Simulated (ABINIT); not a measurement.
# W: single point with LDA

W:

```
W
1.0
    -1.58234    1.58234    1.58234
     1.58234   -1.58234    1.58234
     1.58234    1.58234   -1.58234
W
1
Direct
  0.00000 0.00000 0.00000
```

```json
{
 "Program": "ABINIT 10.8.3 (patched build)",
 "Task": "single point",
 "Functional": "LDA",
 "Potentials or basis": "JTH PAW LDA v2.0",
 "Cutoff": "408 eV",
 "k mesh": "16 × 16 × 16",
 "Occupations": "fermi-dirac, width 0.05 eV",
 "Spin": "no spin polarisation",
 "Fine-grid cutoff": "816.342 eV"
}
```

- Band gap on the k mesh: none (metal or under the smearing width)
- Valence electrons inside the program's atomic spheres: W 11.79 (radii [1.2763] Å)

Levels at points of the mesh, in eV from the Fermi level:
```csv
k point,band 3,band 4,band 5,band 6,band 7,band 8,band 9,band 10,band 11
"(0.00, 0.00, 0.00)",-37.75,-37.75,-9.65,-1.29,-1.29,-1.29,2.16,2.16,14.86
"(0.50, 0.00, 0.00)",-38.17,-37.76,-6.30,-3.61,0.76,2.06,3.03,6.11,10.97
"(0.50, 0.50, 0.50)",-38.66,-38.66,-5.87,-5.87,5.12,5.12,5.12,8.32,8.32
```

It took 13 s on 1 thread of Intel(R) Xeon(R) Platinum 8488C (Sapphire Rapids) (shared host), peak memory 0.11 GiB.

 Spin-orbit coupling is left out, which matters for the levels of W.
